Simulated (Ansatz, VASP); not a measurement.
# One calculation of GaP, two programs

```
Ga P
1.0
     0.00000    2.57798    2.79305
     2.79305    0.00000    2.79305
     2.79305    2.57798    0.00000
Ga P
1 1
Direct
  0.00000 0.00000 0.00000
  0.75000 0.75000 0.75000
```

Alike in both runs: task single point; functional PBEsol; k mesh 10 × 10 × 10; occupations gaussian, width 0.05 eV; no spin polarisation.

|  | VASP | Ansatz |
| --- | --- | --- |
| version | VASP 6.6.1 | Ansatz 0.2.0 |
| potentials or method | VASP PAW PBE potentials, release 64 (Ga_d, P) | scalar-relativistic, plane waves, PAW |
| plane-wave cutoff (eV) | 520 | 420 |
| valence electrons in the cell | 18 | 18 |

```tsv
	VASP	Ansatz	Ansatz less VASP
gap on the k mesh at the Fermi level (eV)	0.74	0.74	0.000
least direct gap on the mesh (eV)	1.50	1.49	-0.007
pressure (GPa)	-0.3	-0.1	+0.11
largest component of the traceless stress (GPa)	3.41	3.40	-0.015
```

The functional is the same, so the differences come from potentials, cutoffs and numerics. Ansatz warned: «pseudo_functional_mismatch».

Caveats: the PAW data sets were made with another functional, which shifts forces and pressure a little (VASP). A k mesh can miss the band edges.
